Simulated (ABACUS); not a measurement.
Here is an ABACUS 3.10.1 calculation.

File INPUT:

```
INPUT_PARAMETERS
suffix              HfC
calculation         scf
basis_type          pw
pseudo_dir          ./
symmetry            1
dft_functional      pbe
ecutwfc             82
pseudo_rcut         7
nspin               1
nbands              12
ks_solver           dav
smearing_method     fd
smearing_sigma      0.00367493
scf_thr             1e-08
scf_nmax            100
mixing_type         broyden
mixing_beta         0.7
cal_force           1
cal_stress          1
kpar                4
```

File STRU:

```
ATOMIC_SPECIES
Hf 178.4900 Hf.upf
C 12.0110 C.upf

LATTICE_CONSTANT
1.8897261246

LATTICE_VECTORS
-1.3966732300 2.4971805100 1.8473367300
1.3966732300 -2.4971805100 1.8473367300
1.3966732300 2.4971805100 -1.8473367300

ATOMIC_POSITIONS
Direct

Hf
0.0
1
0.9847118300 0.9847118300 0.0000000000 1 1 1

C
0.0
1
0.6794548300 0.1794548300 0.5000000000 1 1 1
```

File KPT:

```
K_POINTS
0
Gamma
12 12 12 0 0 0
```

Potentials or basis: PseudoDojo NC SR 0.4.1 PBE standard, plane waves.

Launch:

```bash
$ OMP_NUM_THREADS=1 mpirun -np 4 abacus > log
```

Q: What does it give for the band gap on the k mesh?

A: 0.41 eV, indirect (least direct gap 0.88 eV).

Q: What does it give for the largest force?

A: 11.413 eV/Å.

Q: What does it give for the pressure?

A: 66.6 GPa.

Stress tensor (GPa, compression positive):
```
166.56   0.00   0.00
  0.00 -23.27   0.00
  0.00   0.00  56.60
```

Caveat: a pressure of tens of GPa on the cell as given is suspect, and the run, the potentials or the cell itself is likely at fault; spin-orbit coupling is left out, which moves the levels of the heavy elements; forces of over 1 eV/Å show positions far from the minimum, so gaps and moduli don't describe the material at rest. PBE gaps usually lie below the measured ones, often by a third to a half.
